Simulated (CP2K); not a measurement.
# PbSe (Clausthalite) (Fm-3m) in CP2K: equation of state, part 2 of 2

CP2K 2026.2.

## 8. Single point, PBEsol, 30.39 Å³/atom (volume scaled by 1.06)

File pbse_eos.inp:

```
&GLOBAL
  PROJECT pbse_eos
  RUN_TYPE ENERGY_FORCE
  PRINT_LEVEL LOW
&END GLOBAL
&FORCE_EVAL
  METHOD QS
  STRESS_TENSOR ANALYTICAL
  &DFT
    BASIS_SET_FILE_NAME BASIS_MOLOPT_UZH
    POTENTIAL_FILE_NAME POTENTIAL_UZH
    WFN_RESTART_FILE_NAME previous-RESTART.kp
    &MGRID
      CUTOFF 450
      REL_CUTOFF 60
      NGRIDS 5
    &END MGRID
    &QS
      METHOD GPW
      EPS_DEFAULT 1.0E-10
    &END QS
    &KPOINTS
      SCHEME MONKHORST-PACK 8 8 8
      GAMMA_CENTERED T
      SYMMETRY T
      SYMMETRY_BACKEND SPGLIB
    &END KPOINTS
    &SCF
      SCF_GUESS RESTART
      EPS_SCF 1.0E-6
      MAX_SCF 100
      ADDED_MOS 10
      CHOLESKY OFF
      EPS_EIGVAL 1.0E-7
      &DIAGONALIZATION ON
        ALGORITHM STANDARD
      &END DIAGONALIZATION
      &MIXING ON
        METHOD BROYDEN_MIXING
        ALPHA 0.4
        BETA 1.5
        NBUFFER 8
      &END MIXING
      &SMEAR ON
        METHOD FERMI_DIRAC
        ELECTRONIC_TEMPERATURE [K] 580.226
      &END SMEAR
    &END SCF
    &XC
      &XC_FUNCTIONAL
        &GGA_X_PBE_SOL
        &END GGA_X_PBE_SOL
        &GGA_C_PBE_SOL
        &END GGA_C_PBE_SOL
      &END XC_FUNCTIONAL
    &END XC
    &PRINT
      &KPOINTS ON
      &END KPOINTS
      &MULLIKEN ON
      &END MULLIKEN
      &MO ON
        ENERGIES T
        OCCUPATION_NUMBERS T
        &EACH
          QS_SCF 0
        &END EACH
        ADD_LAST NUMERIC
      &END MO
    &END PRINT
  &END DFT
  &SUBSYS
    &CELL
      ABC 4.4133051301 4.4133051301 4.4133051300
      ALPHA_BETA_GAMMA 60.0000000007 60.0000000004 60.0000000004
      PERIODIC XYZ
    &END CELL
    &COORD
      SCALED
      Pb  0.0000000000 0.0000000000 0.0000000000
      Se  0.5000000000 0.5000000000 0.5000000000
    &END COORD
    &KIND Pb
      BASIS_SET TZVP-MOLOPT-PBE-GTH-q4
      POTENTIAL GTH-PBE-q4
    &END KIND
    &KIND Se
      BASIS_SET TZVP-MOLOPT-PBE-GTH-q6
      POTENTIAL GTH-PBE-q6
    &END KIND
    &PRINT
      &ATOMIC_COORDINATES ON
      &END ATOMIC_COORDINATES
      &CELL ON
      &END CELL
    &END PRINT
  &END SUBSYS
  &PRINT
    &FORCES ON
    &END FORCES
    &STRESS_TENSOR ON
    &END STRESS_TENSOR
  &END PRINT
&END FORCE_EVAL
```

Potentials or basis: POTENTIAL_UZH Pb GTH-PBE-q4, Se GTH-PBE-q6; TZVP-MOLOPT-PBE-GTH basis.

On the command line:

```sh
> OMP_NUM_THREADS=1 cp2k.psmp -i pbse_eos.inp -o pbse_eos.out
```

pbse_eos.out:

```text

 CP2K| version string:                                       CP2K version 2026.2
 CP2K| Input file name                                              pbse_eos.inp

 GLOBAL| Force Environment number                                              1
 GLOBAL| Basis set file name                                    BASIS_MOLOPT_UZH
 GLOBAL| Potential file name                                       POTENTIAL_UZH
 GLOBAL| MM Potential file name                                     MM_POTENTIAL
 GLOBAL| Coordinate file name                                      __STD_INPUT__
 GLOBAL| Method name                                                        CP2K
 GLOBAL| Project name                                                   pbse_eos
 GLOBAL| Run type                                                   ENERGY_FORCE
 GLOBAL| FFT library                                                       FFTW3
[... 5 lines left out ...]
 GLOBAL| Global print level                                                  LOW
 GLOBAL| Total number of message passing processes                             1
 GLOBAL| Number of threads for this process                                    1
 GLOBAL| CPU model name                          AMD EPYC 7R43 64-Core Processor

 CELL| Volume [angstrom^3]:                                            60.782263
 CELL| Vector a [angstrom]:       4.413     0.000     0.000   |a| =     4.413305
 CELL| Vector b [angstrom]:       2.207     3.822     0.000   |b| =     4.413305
 CELL| Vector c [angstrom]:       2.207     1.274     3.603   |c| =     4.413305
 CELL| Angle (b,c), alpha [degree]:                                    60.000000
 CELL| Angle (a,c), beta  [degree]:                                    60.000000
 CELL| Angle (a,b), gamma [degree]:                                    60.000000
 CELL| Numerically orthorhombic:                                              NO
 CELL| Periodicity                                                           XYZ

 CELL_REF| Volume [angstrom^3]:                                        60.782263
 CELL_REF| Vector a [angstrom     4.413     0.000     0.000   |a| =     4.413305
 CELL_REF| Vector b [angstrom     2.207     3.822     0.000   |b| =     4.413305
 CELL_REF| Vector c [angstrom     2.207     1.274     3.603   |c| =     4.413305
 CELL_REF| Angle (b,c), alpha [degree]:                                60.000000
 CELL_REF| Angle (a,c), beta  [degree]:                                60.000000
 CELL_REF| Angle (a,b), gamma [degree]:                                60.000000
[... 151 lines left out ...]
 MO|      2              -0.174557              -4.749936               2.000000
 MO|      3               0.073676               2.004828               2.000000
 MO|      4               0.073676               2.004828               2.000000
 MO|      5               0.109843               2.988991               1.999992
 MO|      6               0.164037               4.463682               0.000000
 MO|      7               0.205285               5.586076               0.000000
 MO|      8               0.205285               5.586077               0.000000
 MO|      9               0.429796              11.695346               0.000000
 MO|     10               0.509446              13.862737               0.000000
 MO|     11               0.509446              13.862739               0.000000
 MO|     12               0.572855              15.588174               0.000000
 MO|     13               0.684414              18.623861               0.000000
[... 268 lines left out ...]
 MO|      4               0.040302               1.096686               2.000000
 MO|      5               0.092362               2.513308               2.000000
 MO|      6               0.190034               5.171102               0.000000
 MO|      7               0.242247               6.591865               0.000000
 MO|      8               0.284520               7.742186               0.000000
 MO|      9               0.391087              10.642026               0.000000
 MO|     10               0.515325              14.022718               0.000000
 MO|     11               0.551338              15.002679               0.000000
 MO|     12               0.589988              16.054399               0.000000
 MO|     13               0.616031              16.763049               0.000000
 MO|     14               0.716970              19.509754               0.000000
 MO|     15               0.736922              20.052666               0.000000
 MO| Sum:                                                              10.000000
 MO| E(Fermi):            0.132627 a.u.          3.608965 eV

 [... the levels of further k-points ...]

 !-----------------------------------------------------------------------------!
                     Mulliken Population Analysis

 #  Atom  Element  Kind  Atomic population                           Net charge
       1     Pb       1          3.451271                              0.548729
       2     Se       2          6.548729                             -0.548729
 # Total charge                             10.000000                  0.000000

 !-----------------------------------------------------------------------------!

 ENERGY| Total FORCE_EVAL ( QS ) energy [hartree]            -12.977849197575464

 FORCES| Atomic forces [hartree/bohr]
 FORCES|   Atom     x               y               z               |f|
 FORCES|      1 -6.07067818E-10 -1.34371926E-09  5.06949346E-10   1.55920186E-09
 FORCES|      2  6.07108352E-10  1.34385713E-09 -5.06932780E-10   1.55933107E-09
 FORCES| Sum     4.05339163E-14  1.37865083E-13  1.65658530E-14
 FORCES| Total atomic force                                       1.44652020E-13

 STRESS| Analytical stress tensor [bar]
 STRESS|                        x                   y                   z
 STRESS|      x       -1.37059384046E+04  -2.76887414713E-03   1.00009815443E-03
 STRESS|      y       -2.76887414713E-03  -1.37058829053E+04  -2.39704240407E-02
 STRESS|      z        1.00009815443E-03  -2.39704240407E-02  -1.37058673112E+04
 STRESS| 1/3 Trace                                            -1.37058962070E+04
 STRESS| Determinant                                          -2.57467440633E+12

 STRESS| Eigenvectors and eigenvalues of the analytical stress tensor [bar]
 STRESS|                        1                   2                   3
 STRESS| Eigenvalues  -1.37059385430E+04  -1.37059002436E+04  -1.37058498346E+04
 STRESS|      x           0.998690419814     -0.043132776953      0.027513795176
 STRESS|      y           0.051063182922      0.807130706367     -0.588160330343
 STRESS|      z           0.003161759406      0.588795029184      0.808276200865
```

It took 45 s on 1 thread of AMD EPYC 7R43 (Zen 3), shared host; peak memory 0.33 GiB.

Results:

```
Free energy            : -353.1452 eV
Pressure               : -1.4 GPa
Band gap on the k mesh : 0.21 eV, direct
Mulliken charges       : Pb +0.55; Se -0.55 e
```

Caveat: Mulliken charges move with the basis; the potentials were made for another functional, which shifts forces and pressure; spin-orbit coupling is left out, which as a rule narrows the gap of such compounds by several tenths of an eV; the basis of atomic orbitals isn't converged, which shifts pressures, moduli and gaps.

## 9. Equation of state, PBEsol

Potentials or basis: POTENTIAL_UZH Pb GTH-PBE-q4, Se GTH-PBE-q6; TZVP-MOLOPT-PBE-GTH basis.

This step only gathers the single runs of the series.

What came out:

```yaml
Equilibrium_volume: 29.53 Å³/atom
Bulk_modulus: 50 GPa
Pressure_derivative_of_the_bulk_modulus: 4.3
```

Energy against volume, from the lowest point:
| volume (Å³/atom) | energy (meV/atom) |
| --- | --- |
| 26.951 | 41.31 |
| 27.524 | 23.87 |
| 28.097 | 11.52 |
| 28.671 | 3.72 |
| 29.244 | 0.01 |
| 29.818 | 0.00 |
| 30.391 | 3.34 |

Caveat: the potentials were made for another functional, which shifts forces and pressure; the basis of atomic orbitals isn't converged, which shifts pressures, moduli and gaps. Zero-point motion and thermal expansion aren't in these numbers.
